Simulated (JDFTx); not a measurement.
## BAs under changes of volume

One of the cells (13.626 Å³/atom); the others are scaled copies at fixed shape and fractional positions:

```
As B
1.0
     0.00000    2.38850    2.38850
     2.38850    0.00000    2.38850
     2.38850    2.38850    0.00000
As B
1 1
Direct
  0.75000 0.75000 0.75000
  0.00000 0.00000 0.00000
```

```yaml
Program: JDFTx 1.7.0 (patched build)
Functional: r2SCAN
Potentials_or_basis: SG15-PBE-1.2 with smoothed tails
Cutoff: 1088 eV
Density_cutoff: 8708 eV
k_mesh: 10 × 10 × 10
Occupations: fermi-dirac, width 0.05 eV
Spin: no spin polarisation
```

| volume (Å³/atom) | energy over the lowest point (meV/atom) | pressure (GPa) | gap on the mesh (eV) |
| --- | --- | --- | --- |
| 12.809 | 34.96 | 11.8 | 1.23 |
| 13.081 | 17.95 | 8.2 | 1.25 |
| 13.354 | 6.81 | 4.9 | 1.27 |
| 13.626 | 1.00 | 2.0 | 1.29 |
| 13.899 | 0.00 | -0.7 | 1.30 |
| 14.171 | ? | ? | ? |
| 14.444 | 10.66 | -5.4 | 1.34 |

Q: What does the run at 14.171 Å³/atom give?

A: Energy over the lowest point 3.36 meV/atom; pressure -3.2 GPa; gap on the mesh 1.32 eV.

Worked out: A Birch-Murnaghan fit of order 3 (a polynomial in V^(-2/3)) to the other rows has its minimum at 13.82 Å³/atom with B0 = V·E''(V) = 133 GPa and B' = 4.1. It gives 3.35 meV/atom at 14.171 Å³/atom, against the run's 3.36, and -dE/dV = -3.2 GPa, against -3.2. A straight line through the other rows of the gap, of slope 0.899 eV per unit of ln V, gives 1.32 eV, against the run's 1.32.

Energies are extrapolated to zero smearing.

Caveats: the potentials were made for another functional, which shifts forces and pressure.

A mesh can miss the band edges. Spin-orbit coupling on As is left out.
